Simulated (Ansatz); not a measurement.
Crystal: PbS (Galena).

```
CELL_PARAMETERS angstrom
0.00000 2.96575 2.96575
2.96575 0.00000 2.96575
2.96575 2.96575 0.00000
ATOMIC_POSITIONS crystal
Pb 0.00000 0.00000 0.00000
S 0.50000 0.50000 0.50000
```

| Property | Result |
| --- | --- |
| Program | Ansatz 0.2.0 |
| Task | single point |
| Functional | PBE |
| Potentials or basis | all-electron LAPW, scalar-relativistic |
| Cutoff | 178 eV (chosen from the basis error) |
| Basis error allowed | 0.001 eV/atom |
| k mesh | 8 × 8 × 8 |
| Occupations | fermi-dirac, width 0.05 eV |
| Spin | no spin polarisation |

On this cell: pressure 2.2 GPa; largest force zero by symmetry; band gap on the k mesh 0.36 eV, direct.

The same run follows on a disturbed copy (atoms moved at random, drawn with an rms of 0.05 Å):

```
Pb S
1.0
     0.00000    2.96575    2.96575
     2.96575    0.00000    2.96575
     2.96575    2.96575    0.00000
Pb S
1 1
Direct
  0.98849 0.01386 0.99772
  0.49387 0.50530 0.49704
```

Question: What does the disturbed cell give?

Answer: The energy moves by +0.1 meV/atom; pressure 2.2 GPa; largest force 0.016 eV/Å; band gap on the k mesh 0.36 eV, direct.

Forces on the atoms (eV/Å):
```
Pb  -0.014  0.007 -0.005
S    0.014 -0.007  0.005
```

Caveats: spin-orbit coupling is left out, which as a rule narrows the gap of such compounds by several tenths of an eV.

A k mesh can miss the band edges.
